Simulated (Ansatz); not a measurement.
# GaN: single point with PBE

**Experimental background.**

From a printed reference work, textbook, for a bulk crystal of GaN at 0 K: band gap 3.299 eV (direct).

Crystal: GaN.

```
Ga N
1.0
     0.00000    2.25350    2.25350
     2.25350    0.00000    2.25350
     2.25350    2.25350    0.00000
Ga N
1 1
Direct
  0.00000 0.00000 0.00000
  0.25000 0.25000 0.25000
```

The cell is a database's computed one.

```yaml
Program: Ansatz 0.2.0
Task: single point
Functional: PBE
Potentials_or_basis: all-electron PAW datasets made for the crystal
Cutoff: 440 eV (chosen from the basis error)
k_mesh: 8 × 8 × 8
Occupations: fermi-dirac, width 0.05 eV
Spin: no spin polarisation
```

```yaml
Pressure: 4.9 GPa
Band_gap_on_the_k_mesh: 1.73 eV, direct
```

Levels at points of the mesh, in eV from the valence-band top:
```csv
k point,band 5,band 6,band 7,band 8,band 9,band 10,band 11
"(0.00, 0.00, 0.00)",-13.18,-13.18,0.00,0.00,0.00,1.73,10.31
"(0.00, 0.00, -0.50)",-13.13,-11.91,-7.03,-0.97,-0.97,4.65,8.73
"(0.00, -0.50, -0.50)",-13.10,-11.48,-6.12,-2.70,-2.70,3.36,6.67
```

It took 7.2 s on 1 thread of Arm Neoverse V1, with other jobs on the host, peak memory 0.45 GiB.

Measured gap of GaN: 3.299 eV (direct; 0 K; a printed reference work, textbook). This calculation gives 1.73 eV (-1.56 eV). Spin-orbit coupling on Ga is left out. The value is that of PBE, without temperature or zero-point motion. Semilocal functionals fall short of measured gaps as a rule. The cell is a database's relaxed one, not the measured one, which moves gaps too.
